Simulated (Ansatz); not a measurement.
The system is Nb.

```xyz
1
Lattice="0.0000 2.1150 2.1150 2.1150 0.0000 2.1150 2.1150 2.1150 0.0000" Properties=species:S:1:pos:R:3 pbc="T T T"
Nb    0.0000    0.0000    0.0000
```

This isn't the form of Nb at room conditions, which is bcc.

Base run:

```yaml
Program: Ansatz 0.2.0
Functional: PBEsol
Potentials_or_basis: all-electron LAPW, scalar-relativistic
Cutoff: 200 eV (chosen from the basis error)
Basis_error_allowed: 0.001 eV/atom
k_mesh: 11 × 11 × 11
Occupations: fermi-dirac, width 0.05 eV
Spin: no spin polarisation
```

Its results: pressure -7.4 GPa.

Task: The run is repeated on the same cell with these changes: functional from PBEsol to LDA. What comes out?

Result: Pressure -11.0 GPa.

LDA binds more tightly than PBEsol, so the same cell stands under less pressure.
